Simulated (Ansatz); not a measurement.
This guess for BeS is about to be relaxed.

```xyz
2
Lattice="1.3326 -2.1589 0.0000 1.3326 2.1589 0.0000 0.0000 0.0000 5.7087" Properties=species:S:1:pos:R:3 pbc="T T T"
Be    0.0000    0.0000    0.0000
S     0.0000    0.0000    2.8543
```

These are results of DFT PBE, scalar-relativistic, plane waves, PAW (Ansatz), not measurements. Cutoff 420 eV, Gaussian smearing, Γ-centred meshes. Cell and atoms relax first on a coarse mesh and then on a finer one. In between, the cell is made exact in the group found at 0.06 Å. In metals the finer mesh still leaves noise of several meV/atom or more. The steps can't lower the symmetry of their start. No spin polarisation.

A guess keeps its type if space group and coordination stay and the shape of the cell changes little (axis ratios within about 15 %, angles within 6°); the volume may change.

**Question.** Will the relaxed cell still be of the starting type?

**Answer.** It doesn't keep its type. The symmetry goes from Cmmm (No. 65) to P4/mmm (No. 123). The volume per atom shrinks by 17.8 %, from 16.4 to 13.5 Å³. The shortest distance goes from 2.54 Å (Be–Be and S–S) to 2.20 Å (Be–S). Counting neighbours within 15 % of an atom's shortest distance, the start has Be 8, S 8 and the end Be 6, S 6. In detail, at the end Be is surrounded by 2 S at 2.20 Å and 4 Be at 2.47 Å; S is surrounded by 2 Be at 2.20 Å and 4 S at 2.47 Å.

Space group P4/mmm (No. 123). a = 2.475 Å, b = 2.475 Å, c = 4.409 Å, α = 90.00°, β = 90.00°, γ = 90.00°
| atom | site | symmetry | x | y | z |
| --- | --- | --- | --- | --- | --- |
| Be | 1a | 4/mmm | 0.0000 | 0.0000 | 0.0000 |
| S | 1b | 4/mmm | 0.0000 | 0.0000 | 0.5000 |

The last run used a 22×22×12 mesh (in the run's order of axes) for its 2-atom cell and Gaussian smearing of 0.10 eV. Symmetry constrained the relaxation, so the result can be a saddle point. Another cell of BeS relaxed alike, in F-43m (a cell as deposited in COD), lies 1.64 eV/atom lower, so this cell isn't the stable form at this level.
